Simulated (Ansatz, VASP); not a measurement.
**One calculation of Ir, two programs**

File INCAR:

```
ALGO     = Normal         # electronic algorithm
EDIFF    = 1E-6           # SCF threshold, eV
ENCUT    = 520            # plane-wave cutoff, eV
GGA      = PE             # functional
ISIF     = 2              # what is computed and relaxed
ISMEAR   = -1             # smearing method
LASPH    = T              # aspherical terms in the spheres
LCHARG   = F              # write CHGCAR
LREAL    = F              # projectors in reciprocal space
LWAVE    = F              # write WAVECAR
NBANDS   = 10             # bands
NELM     = 100            # most SCF steps
PREC     = Accurate       # precision mode
SIGMA    = 0.05           # smearing width, eV
```

File KPOINTS:

```
k-points
0
Gamma
  14 14 14
```

File POSCAR:

```
Ir
1.0
    2.5869856375      0.0000000000      0.0000000000
    0.0000000000      2.5869856375      0.0000000000
    0.0000000000      0.0000000000      2.5869856375
Ir
1
Direct
    0.0000000000      0.0000000000      0.0000000000
```

Input for Ansatz:

```yaml
crystal:
  lattice:
    - [2.5869856375, 0.0, 0.0]
    - [0.0, 2.5869856375, 0.0]
    - [0.0, 0.0, 2.5869856375]
  atoms:
    - { symbol: Ir, position: [0.0, 0.0, 0.0] }
kpoints:
  mp_grid: { grid: [14, 14, 14] }
scf:
  occupations: { method: fermi_dirac, width: 0.05 }
hamiltonian:
  xc: pbe
  pseudopotentials: { kind: all_electron, lapw: { basis_error: 0.001 } }
output:
  forces: true
  stress: true
  eigenvalues: true
```

Change from the starting cell: volume scaled by 1.02.

Alike in both runs: task single point; functional PBE; k mesh 14 × 14 × 14; occupations fermi-dirac, width 0.05 eV; no spin polarisation.

|  | VASP | Ansatz |
| --- | --- | --- |
| version | VASP 6.6.1 | Ansatz 0.2.0 |
| potentials or method | VASP PAW PBE potentials, release 64 (Ir) | all-electron LAPW, scalar-relativistic |
| plane-wave cutoff (eV) | 520 | see its input |

Ansatz gave:

| Quantity | Value |
| --- | --- |
| pressure (GPa) | -4.6 |

Estimate VASP's values.

pressure (GPa): -4.5.

Ansatz ran all-electron here, so the differences hold the error of VASP's frozen core and of both bases.

The runs have no spin-orbit coupling, so splittings on Ir are missing.
